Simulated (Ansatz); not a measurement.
Write the native input for Ansatz 0.2.0 that does the following.

```yaml
Task: relaxation of cell and atoms
Functional: r2SCAN
Potentials_or_basis: Ansatz PAW
Cutoff: "500 eV (not typed: the program's choice for these potentials)"
k_mesh: 12 × 12 × 12
Occupations: fermi-dirac, width 0.05 eV
Spin: no spin polarisation
Target_pressure_GPa: 0
```

Rh:

```xyz
1
Lattice="0.0000 1.8979 1.8979 1.8979 0.0000 1.8979 1.8979 1.8979 0.0000" Properties=species:S:1:pos:R:3 pbc="T T T"
Rh    0.0000    0.0000    0.0000
```

The input as run:

input.yaml

```yaml
crystal:
  lattice:
    - [0.0, 1.89785, 1.89785]
    - [1.89785, 0.0, 1.89785]
    - [1.89785, 1.89785, 0.0]
  atoms:
    - { symbol: Rh, position: [0.0, 0.0, 0.0] }
hamiltonian:
  xc: r2scan
  pseudopotentials: { kind: paw }
kpoints:
  mp_grid: { grid: [12, 12, 12] }
scf:
  occupations: { method: fermi_dirac, width: 0.05 }
output:
  forces: true
  stress: true
  eigenvalues: true
relax:
  f_tol: 0.01
  max_steps: 40
  cell: { stress_tol: 0.05 }
```

Potentials or basis: Ansatz PAW.

The run is started by

```sh
$ ansatz run input.yaml --threads 2 --pin off --max-ram 5632MiB --backend cpu --events-out ev --progress --plain --runs-dir out
```

It gave:

| Item | Value |
| --- | --- |
| Relaxed volume | 13.71 Å³/atom |
| Relaxed cell | a = 2.686 Å, b = 2.686 Å, c = 2.686 Å, α = 60.00°, β = 60.00°, γ = 60.00° |
| Space group after relaxing (to 0.05 Å) | Fm-3m (No. 225) |
| Energy gained by relaxing | 0.1 meV/atom |
| Ionic steps | 4 |
| Pressure after relaxing | 0.0 GPa |
| Band gap on the k mesh | none (metal or under the smearing width) |

Caveat: the plane-wave basis is chosen anew once the cell has moved, so the energies of steps on either side of that aren't comparable; the PAW data sets come from PBE, with cores solved anew for the run's functional, which leaves a small shift of forces and pressure.

Run time: 4.6 s on 2 threads of Arm Neoverse V1 (shared host), peak memory 0.31 GiB.
